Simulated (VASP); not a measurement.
Input of a VASP 6.6.1 run:

File INCAR:

```
SYSTEM = Pb
PREC = Accurate
ENCUT = 520
EDIFF = 1E-7
ISMEAR = -1
SIGMA = 0.05
LREAL = .FALSE.
LASPH = .TRUE.
NELM = 100
ALGO = Normal
ISIF = 2
LWAVE = .FALSE.
LCHARG = .TRUE.
GGA = PS
LELF = .TRUE.
LVHAR = .TRUE.
NBANDS = 13
```

Contents of KPOINTS:

```
regular mesh
0
G
  9 9 9
  0 0 0
```

File POSCAR:

```
Pb
1.0
   -1.9796595667      1.9796595667      1.9796595667
    1.9796595667     -1.9796595667      1.9796595667
    1.9796595667      1.9796595667     -1.9796595667
Pb
1
Direct
    0.0000000000      0.0000000000      0.0000000000
```

Potentials or basis: VASP PAW PBE potentials, release 64 (Pb_d).

Command:

```console
$ cat potpaw_PBE.64/Pb_d/POTCAR > POTCAR
$ mpirun -np 1 vasp_std > vasp.out
```

Task: Estimate the pressure.

Result: -2.0 GPa.

Task: Estimate the band gap on the k mesh.

Result: None (metal or under the smearing width).

Caveat: the PAW data sets were made with another functional, which shifts forces and pressure a little. Spin-orbit coupling is left out, which matters for the levels of Pb.
